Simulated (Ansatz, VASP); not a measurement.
Given: the input of a run of Ansatz 0.2.0 on TiAl.

input.yaml

```yaml
crystal:
  lattice:
    - [3.2208985869, 0.0, 0.0]
    - [0.0, 3.2208985869, 0.0]
    - [0.0, 0.0, 3.2208985869]
  atoms:
    - { symbol: Ti, position: [0.0, 0.0, 0.0] }
    - { symbol: Al, position: [0.5, 0.5, 0.5] }
hamiltonian:
  xc: pbe
  pseudopotentials: { kind: paw }
kpoints:
  mp_grid: { grid: [8, 8, 8] }
scf:
  occupations: { method: fermi_dirac, width: 0.05 }
output:
  forces: true
  stress: true
  eigenvalues: true
```

Potentials or basis: Ansatz PAW.

Launch:

```bash
$ ansatz run input.yaml --threads 1 --pin off --max-ram 3584MiB --backend cpu --events-out ev --progress --plain --runs-dir out
```

Set up the same calculation for VASP 6.6.1. Potentials there: VASP PAW PBE potentials, release 64 (Ti_sv, Al).

As run (the cutoff follows the program's own potentials):

The input INCAR:

```
SYSTEM = TiAl
ALGO = Normal ; EDIFF = 1E-7
ENCUT = 520 ; GGA = PE
ISIF = 2 ; ISMEAR = -1
LASPH = .TRUE. ; LCHARG = .FALSE.
LREAL = .FALSE. ; LWAVE = .FALSE.
NBANDS = 14 ; NELM = 60
PREC = Accurate ; SIGMA = 0.05
```

Contents of KPOINTS:

```
k-points
0
G
  8 8 8
  0 0 0
```

File POSCAR:

```
TiAl
1.0
    3.2208985869      0.0000000000      0.0000000000
    0.0000000000      3.2208985869      0.0000000000
    0.0000000000      0.0000000000      3.2208985869
Ti Al
1 1
Direct
    0.0000000000      0.0000000000      0.0000000000
    0.5000000000      0.5000000000      0.5000000000
```

Potentials or basis: VASP PAW PBE potentials, release 64 (Ti_sv, Al).

Command:

```sh
$ cat potpaw_PBE.64/Ti_sv/POTCAR potpaw_PBE.64/Al/POTCAR > POTCAR
$ mpirun -np 1 vasp_std > vasp.out
```

Both were run:

|  | VASP | Ansatz | Ansatz less VASP |
| --- | --- | --- | --- |
| gap on the k mesh at the Fermi level (eV) | none | none | - |
| pressure (GPa) | -3.3 | -3.3 | +0.02 |

A gap of «none» marks a metal or a gap that the smearing closes.
